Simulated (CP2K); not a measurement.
Crystal: SrCl2.

```
CELL_PARAMETERS angstrom
4.93327 0.00000 0.00000
2.46664 4.27234 0.00000
2.46664 1.42411 4.02800
ATOMIC_POSITIONS crystal
Sr 0.00000 0.00000 0.00000
Cl 0.75000 0.75000 0.75000
Cl 0.25000 0.25000 0.25000
```

Base run:

| Property | Result |
| --- | --- |
| Program | CP2K 2026.2 |
| Functional | vdW-DF-cx |
| Potentials or basis | POTENTIAL_UZH Sr GTH-PBE-q10, Cl GTH-PBE-q7; TZVP-MOLOPT-PBE-GTH basis |
| Density cutoff | 12245 eV |
| k mesh | 7 × 7 × 7 |
| Occupations | fermi-dirac, width 0.05 eV |
| Spin | no spin polarisation |

Its results: band gap on the k mesh 5.27 eV, indirect (least direct gap 5.58 eV); pressure 0.0 GPa.

Question: The run is repeated on the same cell with these changes: functional from vdW-DF-cx to M06-L. What comes out?

Answer: Band gap on the k mesh 5.69 eV, indirect (least direct gap 6.02 eV); pressure 0.4 GPa.

Caveats: the potentials were made for another functional, which shifts forces and pressure; an odd mesh through Γ misses points on the zone boundary, where band edges often lie; the basis of atomic orbitals isn't converged, which shifts pressures, moduli and gaps.

Not every run made on this cell is shown here.
